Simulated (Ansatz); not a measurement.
## What moves the field gradients of Au?

Cell of run 1: a structure deposited in the COD, whose atoms a relaxation with PBE at fixed cell left in place.

```
Au
1.0
     2.90000    0.00000    0.00000
    -1.45000    2.51147    0.00000
     0.00000    0.00000    4.88000
Au
2
Direct
  0.33333 0.66667 0.75000
  0.66667 0.33333 0.25000
```

Atoms are numbered from 1 in the order listed; like atoms form one site, named after its first atom.

All runs are DFT with Ansatz 0.2.0 (plane waves and PAW, scalar-relativistic unless spin–orbit coupling is named, Γ-centred meshes, Fermi–Dirac smearing where given) in this cell.

Run 1: PBE, atoms relaxed; 420 eV, 18×18×10 k-points, smearing 0.05 eV.
Run 2: r2SCAN, at the relaxed atoms; 500 eV, 18×18×10 k-points, smearing 0.05 eV.
Run 3: PBE with spin–orbit coupling, at the relaxed atoms; 420 eV, 18×18×10 k-points, smearing 0.05 eV.
Run 4: LDA, at the relaxed atoms; 420 eV, 18×18×10 k-points, smearing 0.05 eV.
Run 5: PBEsol, at the relaxed atoms; 420 eV, 18×18×10 k-points, smearing 0.05 eV.

```csv
run,Au V_zz (η)
1,1.14 (0.00)
2,1.21 (0.00)
3,1.47 (0.00)
4,1.02 (0.00)
5,?
```

V_zz in 10²¹ V/m².

(1) Estimate the row of run 5.

Results:

(1) Au: 1.15 (0.00). It lies nearest to run 1, from whose tensors on these sites it differs by 0.01 at most (largest principal value of the difference). Taken one at a time, spin–orbit coupling moves the tensors on these sites by up to 0.33 (largest principal value of the change, on Au), the functional (between the two that differ most) by 0.18 (Au). Without a gap such differences can lie within the error of the k-mesh, so this order isn't firm.

With these PAW files V_zz is typically within 2 to 3 % of all-electron values, but misses above 10 % occur on Au. In runs 1, 2, 3, 4, 5 there is no gap above 0.1 eV, so the gradients can move by 10 % or more with the k-mesh. The cell isn't the equilibrium one in runs 4, 5 (calculated pressure -11, -6 GPa), and the entry's cell may itself be off.
